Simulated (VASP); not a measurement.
Input of a VASP 6.6.1 run:

Contents of INCAR:

```
SYSTEM = Li
  ALGO = Normal
  EDIFF = 1E-6
  ENCUT = 520
  GGA = PE
  ISIF = 2
  ISMEAR = 0
  LASPH = .True.
  LCHARG = .True.
  LELF = .True.
  LREAL = .False.
  LVHAR = .True.
  LWAVE = .False.
  NBANDS = 8
  NELM = 100
  PREC = Accurate
  SIGMA = 0.1
```

The input KPOINTS:

```
k-points
0
Gamma
  16 16 16
  0 0 0
```

POSCAR

```
Li
1.0
   -1.7204958892      1.7204958892      1.7204958892
    1.7204958892     -1.7204958892      1.7204958892
    1.7204958892      1.7204958892     -1.7204958892
Li
1
Direct
    0.0000000000      0.0000000000      0.0000000000
```

Potentials or basis: VASP PAW PBE potentials, release 64 (Li_sv).

The run is started by

```bash
$ cat potpaw_PBE.64/Li_sv/POTCAR > POTCAR
$ mpirun -np 1 vasp_std > vasp.out
```

Question: What does it give for the band gap on the k mesh?

Answer: None (metal or under the smearing width).
